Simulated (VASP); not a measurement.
Runs of VASP 6.6.1 on Co. It takes space group P6_3/mmc (No. 194, hexagonal). Conventional cell: a = 2.472 Å, b = 2.472 Å, c = 4.021 Å, α = 90.00°, β = 90.00°, γ = 120.00°. Co (site symmetry -6m2) is surrounded by 12 Co at 2.47 Å. 

```tsv
task	level	potentials or basis	spin	U	cell	k mesh	cutoff (eV)	smearing	LDAUTYPE	hund's J	ladder	gap on the mesh (eV)	pressure (GPa)	moment (μB)	V0 of scaled cells (Å³/atom)	B0 (GPa)
equation of state	PBE	VASP PAW PBE potentials, release 64 (Co)	collinear, ferromagnetic start	-	as given	12 × 12 × 7	520	fermi-dirac 0.05 eV	-	-	-	-	-	-	10.84	205
band structure	LDA+U	VASP PAW LDA potentials, release 64 (Co)	collinear, ferromagnetic start	Co d U = 8 eV, J = 1.0 eV	as given	12 × 12 × 7	520	methfessel-paxton 0.2 eV	1	1	-	-	-19.5	(a)	-	-
equation of state	PBEsol	VASP PAW PBE potentials, release 64 (Co)	collinear, ferromagnetic start	-	as given	12 × 12 × 7	520	fermi-dirac 0.05 eV	-	-	free	-	-	-	(c)	(b)
band structure	RPBE+U	VASP PAW PBE potentials, release 64 (Co)	collinear, antiferromagnetic start	Co d U = 6 eV, J = 0.9 eV	as given	12 × 12 × 7	520	fermi-dirac 0.1 eV	1	0.9	-	-	-	0.00	-	-
single point	PBEsol	VASP PAW PBE potentials, release 64 (Co)	collinear, ferromagnetic start	-	as given	12 × 12 × 7	520	fermi-dirac 0.05 eV	-	-	free	none	-6.6	3.18	-	-
relaxation of cell and atoms	PBE+D3(BJ)	VASP PAW PBE potentials, release 64 (Co)	collinear, ferromagnetic start	-	relaxed	10 × 10 × 6	600	fermi-dirac 0.05 eV	-	-	gaps	none	0.0	3.27	-	-
single point	PBE	VASP PAW PBE potentials, release 64 (Co)	collinear, ferromagnetic start	-	as given	12 × 12 × 7	520	gaussian 0.1 eV	-	-	-	none	3.9	3.20	-	-
single point	PBEsol	VASP PAW PBE potentials, release 64 (Co)	collinear, ferromagnetic start	-	as given	12 × 12 × 7	520	gaussian 0.02 eV	-	-	-	none	-6.6	3.19	-	-
```

Question: Estimate the missing entries.

Answer: (a) 3.75; (b) 232; (c) 10.32.

Caveats: the PAW data sets were made with another functional, which shifts forces and pressure a little (some runs); the cell was scaled at fixed shape and fractional positions, which overstates the stiffness of a crystal with free parameters, most of all of layers and chains (some runs); the U is typed as a test and isn't derived for this compound (some runs); pairwise dispersion overbinds metals, which lowers pressure and volume (some runs).

A k mesh can miss the band edges.

A gap of «none» marks a metal or a gap under the smearing width.

Not every run made on this cell is shown here.
